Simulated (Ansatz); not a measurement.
Zinc-blende InN (metastable phase), treated with r²SCAN+rVV10 (Ansatz, a quantum-chemistry and plane-wave program, PAW).

Settings: plane-wave cutoff 560 eV, 12×12×12 k mesh, Fermi–Dirac smearing 0.01 eV, scalar-relativistic PAW data made under PBE.

Pressure at four volumes; x = ln(V/15.485 Å³). One pressure is withheld.

| V (Å³/atom) | x | P (GPa) |
|---|---|---|
| 14.556 | -0.0619 | ? |
| 14.866 | -0.0408 | 6.43 |
| 15.485 | 0.0000 | 0.00 |
| 16.414 | 0.0583 | -7.32 |

### Question
Pass a parabola P(x) through the three rows shown, estimate the bulk modulus and its pressure derivative near zero pressure, and predict the withheld pressure.

### Answer
Slopes between the rows: (0.00 − (6.43))/(0.0000 − (-0.0408)) = -157.60 and (-7.32 − (0.00))/(0.0583 − (0.0000)) = -125.56 GPa. Their difference over the span 0.0991 is c = 32.04/0.0991 = 323.3 GPa, so P(x) = 6.43 + (-157.60)(x − (-0.0408)) + 323.3 (x − (-0.0408))(x − (0.0000)). At the middle row B = −dP/dx = −[-157.60 + 323.3 × 0.0408] = 144.4 GPa, and B′ = dB/dP = 2c/B = 4.5. At x = -0.0619 the parabola gives 10.18 GPa; the run gives 10.21 GPa. The Birch–Murnaghan fit to the energies at all volumes has B0 = 144 GPa and B′ = 4.5.

Note: the gap of the solid is closed in this run; this level leaves the solid without a gap, although one is measured.

Spin–orbit coupling is not included; it can open a gap where bands touch, and shift volumes and moduli.
